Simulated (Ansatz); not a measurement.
Consider a 16-atom supercell of NaBr in the rock salt structure (space group Fm-3m, No. 225; a = 6.0360 Å) at its relaxed geometry.

Calculations: PBE/PAW in Ansatz (a quantum-chemistry and plane-wave program), no SOC.

Before the change:

```
Quantity   Result
--------  -------
Pressure  0.0 GPa
```

Perturbation: one Na atom is added in an open site, starting 2.13 Å from the nearest host atom, atoms relaxed at fixed cell, starting from a slightly rattled geometry.

Problem. Estimate the effect on the final site of the added atom, pressure and largest displacement of a host atom from its site in the perfect cell.

Solution. The final site of the added atom amounts to 4 Br at 2.71 Å (tetrahedral); the pressure goes from zero to 2.8 GPa; the largest displacement of a host atom from its site in the perfect cell amounts to 0.34 Å.

The magnetic state is the one reached from the starting moments; the real material's order can differ, and small cells can't hold many antiferromagnetic ones. In so small a cell the defect repeats every few ångströms: this is an ordered compound, not a dilute defect. The mesh was chosen for an insulator and is coarse for the gapless case. Starting moments died away, wholly or in part, for Na interstitial (started 2.13 Å from the nearest host atom); another magnetic solution may exist. The defect cell is spin-polarised and ends with 0.0 μB.
